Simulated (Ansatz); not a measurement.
# ZrO2: the cost of one run

Program: Ansatz 0.2.0. Level of theory: DFT PBE, scalar-relativistic, plane waves, PAW. These are calculated values, not measurements.

## (1) The starting structure

The structure is tetragonal, space group P4_2/nmc (No. 137). The conventional cell has a = 3.596 Å, b = 3.596 Å, c = 5.177 Å, α = 90.00°, β = 90.00°, γ = 90.00°. Around Zr (site symmetry -4m2) lie 8 O at 2.08 to 2.37 Å. O (site symmetry 2mm) is surrounded by 4 Zr at 2.08 to 2.37 Å.

Coordinates:

```xyz
48
Lattice="3.5961 -3.5961 -5.1770 3.5961 -3.5961 5.1770 -7.1922 -7.1922 0.0000" Properties=species:S:1:pos:R:3 pbc="T T T"
Zr    0.0000    0.0000    0.0000
Zr    3.5961   -3.5961    0.0000
Zr    0.0000  -10.7883    0.0000
Zr   -3.5961   -7.1922    0.0000
Zr    0.0000   -7.1922    0.0000
Zr   -3.5961   -3.5961    0.0000
Zr    0.0000   -3.5961    0.0000
Zr    3.5961   -7.1922    0.0000
Zr   -1.7980   -8.9902   -2.5885
Zr   -1.7980   -8.9902    2.5885
Zr   -1.7980   -5.3941   -2.5885
Zr   -1.7980   -5.3941    2.5885
Zr    1.7980   -5.3941    2.5885
Zr    1.7980   -5.3941   -2.5885
Zr    1.7980   -1.7980    2.5885
Zr    1.7980   -1.7980   -2.5885
O     0.0000  -12.5863    1.0509
O    -3.5961   -8.9902    1.0509
O     0.0000   -8.9902    1.0509
O    -3.5961   -5.3941    1.0509
O     0.0000   -5.3941    1.0509
O     3.5961   -8.9902    1.0509
O     0.0000   -1.7980    1.0509
O     3.5961   -5.3941    1.0509
O    -3.5961   -8.9902   -1.5376
O    -3.5961   -8.9902    3.6394
O     0.0000   -8.9902    3.6394
O     0.0000   -8.9902   -1.5376
O     0.0000   -5.3941    3.6394
O     0.0000   -5.3941   -1.5376
O     3.5961   -5.3941   -1.5376
O     3.5961   -5.3941    3.6394
O    -1.7980  -10.7883   -3.6394
O    -1.7980  -10.7883    1.5376
O    -1.7980   -7.1922   -3.6394
O    -1.7980   -7.1922    1.5376
O     1.7980   -7.1922    1.5376
O     1.7980   -7.1922   -3.6394
O     1.7981   -3.5961    1.5376
O     1.7981   -3.5961   -3.6394
O    -1.7980  -10.7883   -1.0509
O    -5.3941   -7.1922   -1.0509
O    -1.7980   -7.1922   -1.0509
O     1.7980  -10.7883   -1.0509
O    -1.7980   -3.5961   -1.0509
O     1.7980   -7.1922   -1.0509
O     5.3941   -7.1922   -1.0509
O     1.7980   -3.5961   -1.0509
```

The runs take a perfect supercell of 48 atoms; the defect goes to fractional position (0.000, 0.000, 0.000).

## (2) The perfect supercell

Contents of input.yaml:

```yaml
crystal:
  lattice:
    - [3.5961, -3.5961, -5.177]
    - [3.5961, -3.5961, 5.177]
    - [-7.1922, -7.1922, 0.0]
  atoms:
    - { symbol: Zr, position: [0.0, 0.0, 0.0] }
    - { symbol: Zr, position: [0.5, 0.5, 0.0] }
    - { symbol: Zr, position: [0.75, 0.75, 0.75] }
    - { symbol: Zr, position: [0.25, 0.25, 0.75] }
    - { symbol: Zr, position: [0.5, 0.5, 0.5] }
    - { symbol: Zr, position: [0.0, 0.0, 0.5] }
    - { symbol: Zr, position: [0.25, 0.25, 0.25] }
    - { symbol: Zr, position: [0.75, 0.75, 0.25] }
    - { symbol: Zr, position: [0.75, 0.25, 0.75] }
    - { symbol: Zr, position: [0.25, 0.75, 0.75] }
    - { symbol: Zr, position: [0.5, 0.0, 0.5] }
    - { symbol: Zr, position: [0.0, 0.5, 0.5] }
    - { symbol: Zr, position: [0.25, 0.75, 0.25] }
    - { symbol: Zr, position: [0.75, 0.25, 0.25] }
    - { symbol: Zr, position: [0.0, 0.5, 0.0] }
    - { symbol: Zr, position: [0.5, 0.0, 0.0] }
    - { symbol: O, position: [0.7735, 0.9765, 0.875] }
    - { symbol: O, position: [0.2735, 0.4765, 0.875] }
    - { symbol: O, position: [0.5235, 0.7265, 0.625] }
    - { symbol: O, position: [0.0235, 0.2265, 0.625] }
    - { symbol: O, position: [0.2735, 0.4765, 0.375] }
    - { symbol: O, position: [0.7735, 0.9765, 0.375] }
    - { symbol: O, position: [0.0235, 0.2265, 0.125] }
    - { symbol: O, position: [0.5235, 0.7265, 0.125] }
    - { symbol: O, position: [0.5235, 0.2265, 0.875] }
    - { symbol: O, position: [0.0235, 0.7265, 0.875] }
    - { symbol: O, position: [0.2735, 0.9765, 0.625] }
    - { symbol: O, position: [0.7735, 0.4765, 0.625] }
    - { symbol: O, position: [0.0235, 0.7265, 0.375] }
    - { symbol: O, position: [0.5235, 0.2265, 0.375] }
    - { symbol: O, position: [0.7735, 0.4765, 0.125] }
    - { symbol: O, position: [0.2735, 0.9765, 0.125] }
    - { symbol: O, position: [0.9765, 0.2735, 0.875] }
    - { symbol: O, position: [0.4765, 0.7735, 0.875] }
    - { symbol: O, position: [0.7265, 0.0235, 0.625] }
    - { symbol: O, position: [0.2265, 0.5235, 0.625] }
    - { symbol: O, position: [0.4765, 0.7735, 0.375] }
    - { symbol: O, position: [0.9765, 0.2735, 0.375] }
    - { symbol: O, position: [0.2265, 0.5235, 0.125] }
    - { symbol: O, position: [0.7265, 0.0235, 0.125] }
    - { symbol: O, position: [0.7265, 0.5235, 0.875] }
    - { symbol: O, position: [0.2265, 0.0235, 0.875] }
    - { symbol: O, position: [0.4765, 0.2735, 0.625] }
    - { symbol: O, position: [0.9765, 0.7735, 0.625] }
    - { symbol: O, position: [0.2265, 0.0235, 0.375] }
    - { symbol: O, position: [0.7265, 0.5235, 0.375] }
    - { symbol: O, position: [0.9765, 0.7735, 0.125] }
    - { symbol: O, position: [0.4765, 0.2735, 0.125] }
basis:
  ecutwfc: 420
  fft_grid_basis: typed
kpoints:
  mp_grid: { grid: [2, 2, 1] }
hamiltonian:
  xc: pbe
  pseudopotentials: { kind: paw }
scf:
  occupations: { method: gaussian, width: 0.05 }
output:
  forces: true
  stress: false
  eigenvalues: true
  bader: false
  write_density: true
  volumetric_format: npy
```

The run is started by

```console
$ ansatz run input.yaml --threads 4 --pin off --max-ram 10240MiB --backend cpu --events-out ev --progress --plain --runs-dir out
```

Q: Estimate wall time and peak memory on 4 threads of Intel Xeon 6975P-C (Granite Rapids), shared host.

About 2.9 s, with a peak of 2.1 GiB.
